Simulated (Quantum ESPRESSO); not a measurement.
## PbS: single point with PBE

Crystal: PbS.

```
Pb S
1.0
     3.65366    0.00000    0.00000
     0.00000    3.65366    0.00000
     0.00000    0.00000    3.65366
Pb S
1 1
Cartesian
  0.0000 0.0000 0.0000
  1.8268 1.8268 1.8268
```

Measurements of this composition are mostly on another form, of space group No. 225.

```yaml
Program: Quantum ESPRESSO 7.5
Task: single point
Functional: PBE
Potentials_or_basis: SG15 PBE 1.2
Cutoff: 762 eV
Density_cutoff: 3048 eV
k_mesh: 5 × 5 × 5
Occupations: fermi-dirac, width 0.05 eV
Spin: no spin polarisation
```

The pressure is 0.1 GPa. The band gap on the k mesh is 0.46 eV, indirect (least direct gap 1.82 eV).

Levels at points of the mesh, in eV from the valence-band top:
```
           k point  band 7  band 8  band 9  band 10  band 11  band 12  band 13  band 14
(0.00, 0.00, 0.00)   -6.62   -1.46   -1.46    -1.46     5.64     5.64     6.62     6.62
```

Wall time 4.2 s on 2 MPI ranks on Arm Neoverse V1, with other jobs on the host, peak memory 0.12 GiB a rank.

Caveat: spin-orbit coupling is left out, which as a rule narrows the gap of such compounds by several tenths of an eV; an odd mesh through Γ misses points on the zone boundary, where band edges often lie.
